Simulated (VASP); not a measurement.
# Be (Pm-3m) in VASP: further runs

One crystal, Be, is run at these levels: PBE; tasks: single point, relaxation of cell and atoms.

Program: VASP 6.6.1. These are calculated values, not measurements. Logs are shortened: lines on timing, memory, paths and dates and some standing lists are left out, and cuts for length are marked.

**1. The undisturbed crystal**

Symmetry: Pm-3m, No. 221, cubic system. Conventional cell: a = 2.174 Å, b = 2.174 Å, c = 2.174 Å, α = 90.00°, β = 90.00°, γ = 90.00°. Around Be (site symmetry m-3m) lie 6 Be at 2.17 Å.

The cell was built by a generator and needn't be a form met in nature.

**2. Single point, PBE (random cell by space group and Wyckoff sites (P4/mmm, No. 123))**

Input file INCAR:

```
SYSTEM = Be
PREC = Accurate
ENCUT = 520
EDIFF = 1E-6
ISMEAR = 0
SIGMA = 0.1
LREAL = .False.
LASPH = .True.
NELM = 100
ALGO = Normal
ISIF = 2
LWAVE = .False.
LCHARG = .True.
GGA = PE
LELF = .True.
LVHAR = .True.
NBANDS = 7
```

Input file KPOINTS:

```
regular mesh
0
Gamma
  26 26 26
  0 0 0
```

Input file POSCAR:

```
Be
1.0
    2.1740614672      0.0000000000      0.0000000000
    0.0000000000      2.1740614672      0.0000000000
    0.0000000000      0.0000000000      2.1740614672
Be
1
Direct
    0.0000000000      0.0000000000      0.0000000000
```

Potentials or basis: VASP PAW PBE potentials, release 64 (Be).

Started as:

```console
$ cat potpaw_PBE.64/Be/POTCAR > POTCAR
$ mpirun -np 1 vasp_std > vasp.out
```

OUTCAR:

```text
SYSTEM = Be
   PREC = Accurate
   ENCUT = 520
   EDIFF = 1E-6
   ISMEAR = 0
   LREAL = .False.
   LASPH = .True.
   NELM = 100
   ISIF = 2
   GGA = PE

 ion  position               nearest neighbor table
   1  0.000  0.000  0.000-

  LATTYP: Found a simple cubic cell.
 ALAT       =     2.1740614672

  Lattice vectors:

 A1 = (   2.1740614672,   0.0000000000,   0.0000000000)
 A2 = (   0.0000000000,   2.1740614672,   0.0000000000)
 A3 = (   0.0000000000,   0.0000000000,   2.1740614672)

Analysis of symmetry for initial positions (statically):
=====================================================================
 Subroutine PRICEL returns:
 Original cell was already a primitive cell.

 Routine SETGRP: Setting up the symmetry group for a
 simple cubic supercell.

 Subroutine GETGRP returns: Found 48 space group operations
 (whereof 48 operations were pure point group operations)
 out of a pool of 48 trial point group operations.

The static configuration has the point symmetry O_h .

Analysis of symmetry for dynamics (positions and initial velocities):
=====================================================================
 Subroutine PRICEL returns:
 Original cell was already a primitive cell.

 Routine SETGRP: Setting up the symmetry group for a
 simple cubic supercell.

 Subroutine GETGRP returns: Found 48 space group operations
 (whereof 48 operations were pure point group operations)
 out of a pool of 48 trial point group operations.

The dynamic configuration has the point symmetry O_h .

 Subroutine INISYM returns: Found 48 space group operations
 (whereof 48 operations are pure point group operations),
 and found     1 'primitive' translations

----------------------------------------------------------------------------------------

                                     Primitive cell

  volume of cell :      10.2758

  direct lattice vectors                    reciprocal lattice vectors
     2.174061467  0.000000000  0.000000000     0.459968596  0.000000000  0.000000000
     0.000000000  2.174061467  0.000000000     0.000000000  0.459968596  0.000000000
     0.000000000  0.000000000  2.174061467     0.000000000  0.000000000  0.459968596

  length of vectors
     2.174061467  2.174061467  2.174061467     0.459968596  0.459968596  0.459968596

  position of ions in fractional coordinates (direct lattice)
     0.000000000  0.000000000  0.000000000

  ion indices of the primitive-cell ions
   primitive index   ion index
                 1           1

----------------------------------------------------------------------------------------

 KPOINTS: regular mesh

Automatic generation of k-mesh.
 Grid dimensions read from file:
 generate k-points for:   26   26   26

 Generating k-lattice:

  Cartesian coordinates                     Fractional coordinates (reciprocal lattice)
     0.017691100  0.000000000  0.000000000     0.038461538  0.000000000  0.000000000
     0.000000000  0.017691100  0.000000000     0.000000000  0.038461538  0.000000000
     0.000000000  0.000000000  0.017691100     0.000000000  0.000000000  0.038461538

  Length of vectors
     0.017691100  0.017691100  0.017691100

  Shift w.r.t. Gamma in fractional coordinates (k-lattice)
     0.000000000  0.000000000  0.000000000

 Subroutine IBZKPT returns following result:
 ===========================================

 Found    560 irreducible k-points:

 Following reciprocal coordinates:
            Coordinates               Weight
  0.000000  0.000000  0.000000      1.000000
  0.038462  0.000000  0.000000      6.000000
  0.076923  0.000000  0.000000      6.000000
  0.115385  0.000000  0.000000      6.000000
  0.153846  0.000000  0.000000      6.000000
  0.192308  0.000000  0.000000      6.000000
[... 16 lines left out ...]
  0.346154  0.038462  0.000000     24.000000
  0.384615  0.038462  0.000000     24.000000
 [... further k-points ...]
   k-points           NKPTS =    560   k-points in BZ     NKDIM =    560   number of bands    NBANDS=      7
   number of dos      NEDOS =    301   number of ions     NIONS =      1
   total plane-waves  NPLWV =   4096
   dimension x,y,z NGX =    16 NGY =   16 NGZ =   16
   dimension x,y,z NGXF=    32 NGYF=   32 NGZF=   32
   ions per type =               1
   NGX,Y,Z   is equivalent  to a cutoff of  12.23, 12.23, 12.23 a.u.
   NGXF,Y,Z  is equivalent  to a cutoff of  24.47, 24.47, 24.47 a.u.
 SYSTEM =  Be
   PREC   = accura    normal or accurate (medium, high low for compatibility)
   ISTART =      0    job   : 0-new  1-cont  2-samecut
   ICHARG =      2    charge: 1-file 2-atom 10-const
   ISPIN  =      1    spin polarized calculation?
   LNONCOLLINEAR =      F non collinear calculations
   LSORBIT =      F    spin-orbit coupling
   LASPH  =      T    aspherical Exc in radial PAW
   ENCUT  =  520.0 eV  38.22 Ry    6.18 a.u.   4.04  4.04  4.04*2*pi/ulx,y,z
   NELM   =    100;   NELMIN=  2; NELMDL= -5     # of ELM steps
   EDIFF  = 0.1E-05   stopping-criterion for ELM
   LREAL  =      F    real-space projection
   EDIFFG = 0.1E-04   stopping-criterion for IOM
   NSW    =      0    number of steps for IOM
   IBRION =     -1    ionic relax: 0-MD 1-quasi-New 2-CG
   NFREE  =      0    steps in history (QN), initial steepest desc. (CG)
   ISIF   =      2    stress and relaxation
   ISYM   =      2    0-nonsym 1-usesym 2-fastsym
   POTIM  = 0.5000    time-step for ionic-motion
   TEBEG  =    0.0;   TEEND  =   0.0 temperature during run
   PSTRESS=    0.0 pullay stress
   NELECT =       2.0000    total number of electrons
   NUPDOWN=      -1.0000    fix difference up-down
   EMIN   =  10.00;   EMAX   =-10.00  energy-range for DOS
   EFERMI =   0.00;   METHOD = LEGACY
   ISMEAR =     0;   SIGMA  =   0.10  broadening in eV -4-tet -1-fermi 0-gaus
   EFERMI_NEDOS =   21; number of points for ismear=-14 and -15
   IALGO  =     38    algorithm
   IMIX   =      4    mixing-type and parameters
     AMIX     =   0.40;   BMIX     =  1.00
     AMIX_MAG =   1.60;   BMIX_MAG =  1.00
  volume/ion in A,a.u.               =      10.28        69.34
  Fermi-wavevector in a.u.,A,eV,Ry     =   0.948738  1.792855 12.246658  0.900104
  Thomas-Fermi vector in A             =   2.076955
   LORBIT       =      0    0 simple, 1 ext, 2 COOP (PROOUT), +10 PAW based schemes
   GGA     = PE    functional components
   LHFCALC =     F    Hartree Fock is set to
   AEXX    =    0.0000 exact exchange contribution
   IVDW    =     0    specifies the selected vdW correction
   LEPSILON=     F    determine dielectric tensor
   LRPA    =     F    only Hartree local field effects (RPA)
 non-spin polarized calculation
 Gauss-broadening in eV      SIGMA  =   0.10
  energy-cutoff  :      520.00
  volume of cell :       10.28
 maximum number of plane-waves:       292
   NGX =  9   NGY =  9   NGZ =  9

 number of electron       2.0000000 magnetization

 Free energy of the ion-electron system (eV)
  ---------------------------------------------------
  ext. energy  EPLUGINS =         0.00000000
  ---------------------------------------------------
  free energy    TOTEN  =        -2.76444087 eV

  energy without entropy =       -2.76250593  energy(sigma->0) =       -2.76347340

 E-fermi :   4.7744     XC(G=0):  -9.7563

 val. band max:        4.7743691687   @ k =   0.4615   0.2692   0.1154
 cond. band min:       4.7912963618   @ k =   0.4615   0.3077   0.0000
 fundamental gap:      0.0169271931
 Fermi energy:         4.7744446083

 k-point     1 :       0.0000    0.0000    0.0000
  band No.  band energies     occupation
      1      -4.9018      2.00000
      2      18.2925      0.00000
      3      18.2925      0.00000
      4      18.2925      0.00000
      5      23.9563      0.00000
      6      23.9563      0.00000
      7      32.6597      0.00000

 k-point     2 :       0.0385    0.0000    0.0000
  band No.  band energies     occupation
      1      -4.8651      2.00000
      2      17.7182      0.00000
      3      18.3291      0.00000
      4      18.3291      0.00000
      5      24.0012      0.00000
      6      24.5809      0.00000
      7      32.6306      0.00000

 k-point     3 :       0.0769    0.0000    0.0000
  band No.  band energies     occupation
      1      -4.7552      2.00000
      2      16.4343      0.00000
      3      18.4381      0.00000
      4      18.4381      0.00000
      5      24.1360      0.00000
      6      26.0048      0.00000
      7      32.5540      0.00000

 k-point     4 :       0.1154    0.0000    0.0000
  band No.  band energies     occupation
      1      -4.5724      2.00000
      2      14.9220      0.00000
      3      18.6179      0.00000
      4      18.6179      0.00000
      5      24.3601      0.00000
      6      27.7021      0.00000
      7      32.4734      0.00000

 k-point     5 :       0.1538    0.0000    0.0000
  band No.  band energies     occupation
      1      -4.3169      2.00000
      2      13.3648      0.00000
      3      18.8654      0.00000
      4      18.8654      0.00000
      5      24.6727      0.00000
      6      29.3376      0.00000
      7      32.5358      0.00000
[... 161 lines left out ...]
 k-point    22 :       0.3077    0.0385    0.0000
  band No.  band energies     occupation
      1      -2.5539      2.00000
      2       7.6022      0.00000
      3      19.9775      0.00000
      4      20.4261      0.00000
      5      27.1806      0.00000
      6      29.9963      0.00000
      7      36.3526      0.00000

 k-point    23 :       0.3462    0.0385    0.0000
  band No.  band energies     occupation
      1      -1.9614      2.00000
      2       6.3442      0.00000
      3      20.4447      0.00000
      4      20.8717      0.00000
      5      27.8619      0.00000
      6      29.6554      0.00000
      7      35.2322      0.00000

 k-point    24 :       0.3846    0.0385    0.0000
  band No.  band energies     occupation
      1      -1.3223      2.00000
      2       5.1858      0.00000
      3      20.8909      0.00000
      4      21.2923      0.00000
      5      28.5783      0.00000
      6      29.3313      0.00000
      7      34.2322      0.00000

 [... further k-points ...]

------------------------ aborting loop because EDIFF is reached ----------------------------------------

  FORCE on cell =-STRESS in cart. coord.  units (eV):
  Direction    XX          YY          ZZ          XY          YZ          ZX
  --------------------------------------------------------------------------------------
  -------------------------------------------------------------------------------------
  Total        0.0046302      0.0046302      0.0046302      0.0000000      0.0000000      0.0000000
  in kB        0.7219306      0.7219306      0.7219306      0.0000000      0.0000000      0.0000000
  external PRESSURE =       0.7219306 kB  Pullay stress =       0.0000000 kB

 VOLUME and BASIS-vectors are now :
 -----------------------------------------------------------------------------
  energy-cutoff  :      520.00
  volume of cell :       10.28
      direct lattice vectors                 reciprocal lattice vectors
     2.174061467  0.000000000  0.000000000     0.459968596  0.000000000  0.000000000
     0.000000000  2.174061467  0.000000000     0.000000000  0.459968596  0.000000000
     0.000000000  0.000000000  2.174061467     0.000000000  0.000000000  0.459968596

 POSITION                                       TOTAL-FORCE (eV/Angst)
 -----------------------------------------------------------------------------------
      0.00000      0.00000      0.00000         0.000000      0.000000      0.000000
 -----------------------------------------------------------------------------------
    total drift:                               -0.000000     -0.000000     -0.000000

  FREE ENERGIE OF THE ION-ELECTRON SYSTEM (eV)
  ---------------------------------------------------
  free  energy   TOTEN  =        -2.7644408741 eV

  energy  without entropy=       -2.7625059343  energy(sigma->0) =       -2.76347340
```

Run time: 4.6 s. Hardware: 1 thread of Intel Xeon 6975P-C (Granite Rapids), shared host; peak memory 0.14 GiB.

Results:

```
Free energy            : -2.7644 eV
Pressure               : 0.1 GPa
Band gap on the k mesh : none (metal or under the smearing width)
```

**3. Relaxation of cell and atoms, PBE (random cell by space group and Wyckoff sites (P4/mmm, No. 123))**

Input file INCAR:

```
SYSTEM = Be
PREC = Accurate
ENCUT = 600
EDIFF = 1E-7
ISMEAR = 0
SIGMA = 0.1
LREAL = .False.
LASPH = .True.
NELM = 100
ALGO = Fast
ISIF = 3
LWAVE = .False.
LCHARG = .False.
GGA = PE
IBRION = 2
NSW = 100
EDIFFG = -0.01
```

Input file KPOINTS:

```
Automatic mesh
0
Gamma
  26 26 26
  0 0 0
```

Input file POSCAR:

```
Be
1.0
    2.1705134088      0.0000000000      0.0000000000
    0.0000000000      2.1705134088      0.0000000000
    0.0000000000      0.0000000000      2.1705134088
Be
1
Direct
    0.0000000000      0.0000000000      0.0000000000
```

Potentials or basis: VASP PAW PBE potentials, release 64 (Be).

Started as:

```console
$ cat potpaw_PBE.64/Be/POTCAR > POTCAR
$ mpirun -np 1 vasp_std > vasp.out
```

It took 12 s on 1 thread of Intel Xeon 6975P-C (Granite Rapids), shared host; peak memory 0.14 GiB.

Results (log left out):

* Free energy: -2.7644 eV
* Relaxed volume: 10.27 Å³/atom
* Relaxed cell: a = 2.174 Å, b = 2.174 Å, c = 2.174 Å, α = 90.00°, β = 90.00°, γ = 90.00°
* Space group after relaxing (to 0.05 Å): Pm-3m (No. 221)
* Energy gained by relaxing: 0.1 meV/atom
* Ionic steps: 2
* Pressure after relaxing: 0.1 GPa
* Band gap on the k mesh: none (metal or under the smearing width)

Final structure:
```xyz
1
Lattice="2.1735 0.0000 0.0000 0.0000 2.1735 0.0000 0.0000 0.0000 2.1735" Properties=species:S:1:pos:R:3 pbc="T T T"
Be    0.0000    0.0000    0.0000
```

Levels at points of the mesh, in eV from the Fermi level:
```csv
k point,band 1,band 2,band 3,band 4,band 5
"(0.00, 0.00, 0.00)",-9.68,13.52,13.52,13.52,19.19
"(0.50, 0.00, 0.00)",-4.65,-1.78,17.18,17.18,24.69
"(0.50, 0.50, 0.00)",0.68,0.68,6.66,7.14,20.18
"(0.50, 0.50, 0.50)",5.36,5.36,5.36,13.22,13.22
```
